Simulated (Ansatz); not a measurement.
## I under strains and displacements

Computed with Ansatz 0.2.0, DFT PBE, scalar-relativistic, plane waves, PAW.

Plane waves to 420 eV, a k mesh through Γ of 18×18×18 on the computed 1-atom cell and Gaussian smearing (0.10 eV); no spin polarisation.

Reference cell:

```
CELL_PARAMETERS angstrom
-1.61746 1.61746 4.26481
1.61746 -1.61746 4.26481
1.61746 1.61746 -4.26481
ATOMIC_POSITIONS crystal
I 0.00000 0.00000 0.00000
```

Each variant moves atoms of this cell by the vectors given, if any (Å), and then applies a symmetric strain (tensor components, Cartesian axes). The reference cell isn't relaxed at this level. Energies are per atom at zero smearing, counted from the lowest variant. Pressure is positive in compression.

1. strain (xx yy zz yz xz xy, %) -2.63 -2.63 0.99 0.55 -0.55 -6.00
2. strain (xx yy zz yz xz xy, %) -6.20 -6.20 2.80 0.00 0.00 0.00
3. strain (xx yy zz yz xz xy, %) 0.09 0.09 -2.91 0.00 0.00 0.00
4. strain (xx yy zz yz xz xy, %) 3.16 3.16 -2.84 0.00 0.00 0.00
5. strain (xx yy zz yz xz xy, %) 1.54 1.54 0.04 0.00 0.00 0.00

```csv
result,ΔE (meV/atom),P (GPa)
A,0.0,0.09
B,23.4,-1.59
C,3.7,-0.82
D,142.0,6.55
E,21.1,2.06
```

**Question.** Which variant gave which result?

**Answer.** A is 3, B is 4, C is 5, D is 2, E is 1. The pressure falls as the cell grows: from the smallest volume to the largest the variants are 2, 1, 3, 5, 4.

 Each cell of I holds layers, and where no dispersion correction was added their binding is poorly described. Spin polarisation was left out, and a magnetic state may lie lower.

This form isn't the element's structure at ambient conditions.